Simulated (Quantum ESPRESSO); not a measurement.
The system is Al2O3.

```
Al O
1.0
     3.01748    0.00000    0.00000
    -1.50874    2.61322    0.00000
     0.00000    0.00000    7.57464
Al O
2 3
Cartesian
  0.0000 0.0000 5.4693
  0.0000 0.0000 2.1054
  0.0000 0.0000 3.7873
  1.5087 0.8711 6.0638
  0.0000 1.7421 1.5108
```

Measurements of this composition are mostly on another form, of space group No. 167.

Program: Quantum ESPRESSO 7.5. Alike in all runs: task band structure; no spin polarisation; cell as given; k mesh 10 × 10 × 4; smearing fermi-dirac 0.05 eV.

Q: Order these runs on this cell by their pressure, lowest first.
A. level LDA; potentials or basis GBRV 1.5 LDA; cutoff (eV) 612; form of the LDA correlation PZ81
B. level PBEsol; potentials or basis GBRV 1.5 PBEsol; cutoff (eV) 612
C. level PBE; potentials or basis SSSP 1.3 efficiency PBE; cutoff (eV) 748

A: A (-7.3 GPa), B (-3.2 GPa), C (0.1 GPa).
